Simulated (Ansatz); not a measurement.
AlAs (F-43m), phonons: input and output

Method: PBEsol, all-electron LAPW in Ansatz 0.2.0, scalar-relativistic.

The cell is the relaxed one with its volume scaled by 0.985.

Command:

```sh
ansatz run input.yaml --threads 1 --pin off --max-ram 3072MiB --backend cpu --events-out ev --progress --plain --runs-dir out
```

Input file:

```yaml
crystal:
  lattice:
    - [0.0, 2.82306876423, 2.82306876423]
    - [2.82306876423, 0.0, 2.82306876423]
    - [2.82306876423, 2.82306876423, 0.0]
  atoms:
    - { symbol: Al, position: [0.0, 0.0, 0.0] }
    - { symbol: As, position: [0.75, 0.75, 0.75] }
kpoints:
  mp_grid: { grid: [6, 6, 6] }
scf:
  occupations: { method: fixed }
hamiltonian:
  xc: pbesol
  pseudopotentials: { kind: all_electron, lapw: { basis_error: 0.001 } }
phonons:
  qmesh: [2, 2, 2]
  qpath:
    path:
      - [0.0, 0.0, 0.0]
      - [-0.5, -0.5, 0.0]
      - [-0.375, -0.375, 0.25]
      - [-0.375, 0.0, 0.375]
      - [0.0, 0.0, 0.0]
      - [0.0, 0.0, 0.5]
      - [-0.5, -0.25, 0.25]
      - [-0.5, -0.5, 0.0]
    npoints: 6
  temperatures: { t_min: 0, t_max: 1000, t_step: 100 }
```

Output:

```
Warning: RAYON_NUM_THREADS=1 ignored (pool sized by the plan → 1); use --threads N
LAPW: plane waves up to 8.597 Å⁻¹, error target 1.0e-3 eV per atom; small_component_spin mean_spin; Al in spheres of 1.103 Å, 11 of its electrons in bands, Dirac shells []; As in spheres of 1.268 Å, 23 of its electrons in bands, ...
Engine: ansatz 0.2.0, x86_64-unknown-linux-gnu
Pseudopotentials: kind: all_electron
Pseudopotential: Al, LAPW, valence charge 11, lapw/all_electron/scalar/gaussian/Al, Koelling and Harmon's equation, gaussian nucleus
Pseudopotential: As, LAPW, valence charge 23, lapw/all_electron/scalar/gaussian/As, Koelling and Harmon's equation, gaussian nucleus
Functional definition: PBEsol
  exchange = pbesol_x
  correlation = pbesol_c
davidson cushion auto → on  (no smearing: the cushion is to keep the highest requested band from converging to the state above it; pin scf.eigensolver.cushion to override)
Crystal: 4 atoms, lattice volume = 89.996 Å³
Basis set: ecut = 281.57224542594054 eV, 999 PW (Γ), FFT grids on a1, a2, −a1+a2+a3, exchange–correlation at level 2
Bands: 41, of which v1, the nominal top of the filled ones, is band 34 counted from 1 (33 counted from 0)
Symmetry: 16 space group operations
k-points: 20 of 108 (time reversal used)
Non-local potential: Al, projectors of the file, none
Non-local potential: As, projectors of the file, none
Initial density: superposition of atomic densities (chi_scale 0.1, normalization cell, long waves kept (reshape's long-wave potential 0.00 eV rms))
Initial wavefunctions: plane waves of lowest kinetic energy (no species holds an atomic orbital)
Functional: x = pbesol(κ = 0.804, μ = 0.12345679012345678), c = pbesol(β = 0.046)
iter 1 solved again at ethr=2.53e-3 eV; its pass at ethr=1.00e-1 eV (dr2=1.72e0 eV) is discarded
SCF iter   1: F=—  HF=-136153.028433 eV  |F-HF|=—  |Δ(HF+E_count)|=         —  Δρ=3.62e-2  dr2=1.72e0  ethr=2.53e-3  ⟨swp⟩=2.0  Hψ=5333  notcnv=0
preconditioner: auto → Resta (q_TF=auto, 2.604 Å⁻¹)  ε∞=3.5  [insulator: Δε(μ)=1.867 eV  Ē_g=9.827 eV  n_scr=28 (ndim 8)  ℏωp=15.7 eV  f_vac=0.008  ε∞_Penn≈3.5]
SCF iter   2: F=—  HF=-136152.663121 eV  |F-HF|=—  |Δ(HF+E_count)|=   3.65e-1  Δρ=2.06e-2  dr2=5.57e-1  ethr=2.53e-3  ⟨swp⟩=2.0  Hψ=2386  notcnv=0
iter 3 solved again at ethr=3.95e-5 eV; its pass at ethr=8.19e-4 eV (dr2=2.69e-2 eV) is discarded
SCF iter   3: F=—  HF=-136152.536375 eV  |F-HF|=—  |Δ(HF+E_count)|=   1.27e-1  Δρ=4.04e-3  dr2=2.68e-2  ethr=3.95e-5  ⟨swp⟩=2.0  Hψ=4206  notcnv=0
SCF iter   4: F=—  HF=-136152.535822 eV  |F-HF|=—  |Δ(HF+E_count)|=         —  Δρ=8.18e-4  dr2=8.10e-4  ethr=3.94e-5  ⟨swp⟩=2.8  Hψ=2409  notcnv=0
the basis was enlarged: its passes take 303.7 KiB over the memory plan, 1 of 1 planned eigensolver slots
SCF iter   5: F=—  HF=-136152.535864 eV  |F-HF|=—  |Δ(HF+E_count)|=   4.20e-5  Δρ=3.36e-4  dr2=1.37e-4  ethr=1.19e-6  ⟨swp⟩=3.0  Hψ=2628  notcnv=0
SCF iter   6: F=—  HF=-136152.535787 eV  |F-HF|=—  |Δ(HF+E_count)|=   7.73e-5  Δρ=1.74e-4  dr2=3.17e-5  ethr=2.02e-7  ⟨swp⟩=3.0  Hψ=2551  notcnv=0
SCF iter   7: F=—  HF=-136152.535818 eV  |F-HF|=—  |Δ(HF+E_count)|=   3.14e-5  Δρ=4.54e-5  dr2=2.37e-6  ethr=4.65e-8  ⟨swp⟩=3.2  Hψ=2657  notcnv=0
[... 79 lines left out ...]
SCF iter   6: F=—  HF=-136152.535323 eV  |F-HF|=—  |Δ(HF+E_count)|=   1.71e-8  Δρ=1.88e-6  dr2=3.67e-9  ethr=2.61e-11  ⟨swp⟩=3.0  Hψ=4358  notcnv=0
SCF iter   7: F=-136152.535323 eV  HF=-136152.535323 eV  |F-HF|=8.73e-11  |Δ(HF+E_count)|=   2.33e-9  Δρ=4.12e-7  dr2=2.23e-10  ethr=5.40e-12  ⟨swp⟩=3.0  Hψ=4495  notcnv=0
SCF 7 converged in 7 iterations: F = -136152.535323 eV  dr2 = 2.23e-10
iter 1 solved again at ethr=5.58e-7 eV; its pass at ethr=1.00e-1 eV (dr2=3.80e-4 eV) is discarded
SCF iter   1: F=—  HF=-136152.535435 eV  |F-HF|=—  |Δ(HF+E_count)|=         —  Δρ=4.39e-4  dr2=3.60e-4  ethr=5.58e-7  ⟨swp⟩=4.6  Hψ=11155  notcnv=0
SCF iter   2: F=—  HF=-136152.535344 eV  |F-HF|=—  |Δ(HF+E_count)|=   9.12e-5  Δρ=2.27e-4  dr2=7.08e-5  ethr=5.29e-7  ⟨swp⟩=3.0  Hψ=4174  notcnv=0  defer=1
iter 3 solved again at ethr=4.97e-9 eV; its pass at ethr=1.04e-7 eV (dr2=3.38e-6 eV) is discarded
SCF iter   3: F=—  HF=-136152.535323 eV  |F-HF|=—  |Δ(HF+E_count)|=   2.08e-5  Δρ=5.48e-5  dr2=3.37e-6  ethr=4.97e-9  ⟨swp⟩=2.0  Hψ=7363  notcnv=0
SCF iter   4: F=—  HF=-136152.535323 eV  |F-HF|=—  |Δ(HF+E_count)|=   5.35e-7  Δρ=9.61e-6  dr2=1.31e-7  ethr=4.96e-9  ⟨swp⟩=3.0  Hψ=4231  notcnv=0
SCF iter   5: F=—  HF=-136152.535323 eV  |F-HF|=—  |Δ(HF+E_count)|=   5.29e-8  Δρ=3.91e-6  dr2=1.81e-8  ethr=1.92e-10  ⟨swp⟩=3.0  Hψ=4286  notcnv=0
SCF iter   6: F=—  HF=-136152.535323 eV  |F-HF|=—  |Δ(HF+E_count)|=   1.67e-8  Δρ=1.89e-6  dr2=3.71e-9  ethr=2.67e-11  ⟨swp⟩=3.0  Hψ=4349  notcnv=0
SCF iter   7: F=-136152.535323 eV  HF=-136152.535323 eV  |F-HF|=5.82e-11  |Δ(HF+E_count)|=   2.47e-9  Δρ=4.10e-7  dr2=2.21e-10  ethr=5.46e-12  ⟨swp⟩=3.0  Hψ=4498  notcnv=0
SCF 8 converged in 7 iterations: F = -136152.535323 eV  dr2 = 2.21e-10
SCF converged after 10 iterations
Free energy (F): -136152.535821 eV
Harris-Foulkes:  -136152.535821 eV  (|F-HF|=2.62e-10)
Internal energy: -136152.535821 eV  (E = F + TS)
E sigma→0 (E₀):  -136152.535821 eV
Fermi energy:    7.366937 eV
--- Per-component energies (eV) ---
  E_band       = -3702.289767
  E_kinetic    = 138909.397614
  E_xc         = -5464.515501
  E_electrostatic = -269597.417934  (all electrons and nuclei)
  E_smearing   = -0.000000  (= −TS)
  E_closure    = 0.000000  (closes the sum)
  Σ components = -136152.535821   (vs F -136152.535821, Δ=0.00e0)
  Basis errors (estimates in eV, not in F): energy 4.3e-4 per atom: plane waves 3.9e-4 (2.4e-4 summed), levels above the bands 0.0e0, relativity 5.9e-9, radial functions 3.6e-5, core shells 4.7e-11; eigenvalues (radial functions ...
--- Forces (eV/Å), atoms counted from 1 ---
  atom   1  Al    -0.00000000     0.00000000     0.00000000
  atom   2  As    -0.00000000     0.00000000     0.00000000
  atom   3  Al    -0.00000000     0.00000000     0.00000000
  atom   4  As    -0.00000000     0.00000000     0.00000000
  max |Σ_I F_I| component: 1.04e-17 eV/Å
--- Phonons: 6 displaced members + 2 references (amplitude of the first 0.01 Å, Σ member SCF iterations 42) ---
  ASR residual: 3.457e-4 → 0.000e0 eV/Å²; symmetrization residual: 1.050e-4 eV/Å²
  largest component of a force at the reference: 3.5e-18 eV/Å
  ASR residual per site (eV/Å²): 2.13e-4 3.46e-4
  Γ frequencies (cm⁻¹): 0.00 0.00 0.00 359.22 359.22 359.22
--- Phonons (by wavevector): 3 wavevectors in 2 supercells ---
  supercell 1 (2 cells, vectors [1, 0, 0], [0, 1, -1], [0, 0, 2] in multiples of the cell's): 2 displaced members by 0.01 Å; free energy -136152.535821 eV; taken off its force constants: by the sum rule 3.5e-4, by the ...
  symmetry images taken by strict's conditions (phonons.symmetry_images: auto; settled by no image being taken that strict refuses)
  supercell 2 (2 cells, vectors [1, 0, 0], [0, 1, 0], [0, 0, 2] in multiples of the cell's): 4 displaced members by 0.01 Å; free energy -136152.535821 eV; taken off its force constants: by the sum rule 3.7e-4, by the ...
  symmetry images taken by strict's conditions (phonons.symmetry_images: auto; settled by no image being taken that strict refuses)
  q = [0.0000, 0.0000, 0.0000] (star 1, supercell 1; hermiticity 0.00e0, symmetrization 4.13e-5): -0.00 0.00 0.00 359.22 359.22 359.22
  q = [0.0000, 0.0000, -0.5000] (star 4, supercell 2; hermiticity 1.75e-16, symmetrization 5.34e-16): 67.37 67.37 208.69 349.28 349.28 368.03
  q = [0.0000, -0.5000, -0.5000] (star 3, supercell 1; hermiticity 9.45e-17, symmetrization 3.64e-16): 90.33 90.33 212.71 333.59 333.59 388.64
  joined force constants: q→R imaginary residual 4.90e-17
  density of states and harmonic sums: on the 20×20×20 q-mesh, interpolated from the force constants of a 2×2×2 supercell (no non-analytic term)
  largest difference from the sums on the solved wave vectors: F 6.11e-2 eV, S 9.34e-5 and C_V 3.23e-5 eV/K
```

The run converged.

### Zone-centre phonons

Harmonic phonons of a crystal by Kohn-Sham DFT at the given cell, standard atomic masses, acoustic sum rule imposed; negative wavenumbers are unstable modes; optical zone-centre levels upwards with Mulliken labels, activity, and the element with most of the kinetic energy.

* Point group: -43m

```tsv
number	phonon wavenumber (cm⁻¹)	label	infrared	raman	lead element
1	359.2	T2	yes	yes	Al
```

**Phonons on the q mesh**

One row a degenerate set, branches counted upwards.

| Item | Value |
| --- | --- |
| Unstable phonons | no |

| point | q a (r.l.u.) | q b (r.l.u.) | q c (r.l.u.) | branch | phonon wavenumber (cm⁻¹) | degeneracy |
| --- | --- | --- | --- | --- | --- | --- |
| Gamma | 0 | 0 | 0 | 4 | 359.2 | 3 |
| L | 0.5 | 0 | 0 | 1 | 67.4 | 2 |
| L | 0.5 | 0 | 0 | 3 | 208.7 | 1 |
| L | 0.5 | 0 | 0 | 4 | 349.3 | 2 |
| L | 0.5 | 0 | 0 | 6 | 368 | 1 |
| X | 0.5 | 0.5 | 0 | 1 | 90.3 | 2 |
| X | 0.5 | 0.5 | 0 | 3 | 212.7 | 1 |
| X | 0.5 | 0.5 | 0 | 4 | 333.6 | 2 |
| X | 0.5 | 0.5 | 0 | 6 | 388.6 | 1 |

Harmonic thermodynamics:

Sums over wave vectors interpolated from the q mesh.

| Property | Result |
| --- | --- |
| Zero point energy | 44 meV/atom |

```
temperature (K)  phonon heat capacity (k_B/atom)  phonon entropy (k_B/atom)  phonon free energy (meV/atom)
            100                            1.403                      1.104                          40.22
            200                            2.295                      2.395                          24.96
            300                            2.638                      3.401                          -0.21
            400                            2.785                      4.183                         -33.01
            500                            2.859                      4.813                         -71.86
            600                            2.901                      5.338                         -115.7
            700                            2.926                      5.787                         -163.6
            800                            2.943                      6.179                         -215.2
            900                            2.955                      6.527                           -270
           1000                            2.963                      6.838                         -327.6
```

Caveats: cell scaled away from its relaxed volume; no LO-TO term at the zone centre; no LO-TO term in the interpolation; coarse q mesh.

Time and hardware: 3 min on 1 thread of Intel(R) Xeon(R) 6975P-C (Granite Rapids) (shared host), peak memory 0.57 GiB.
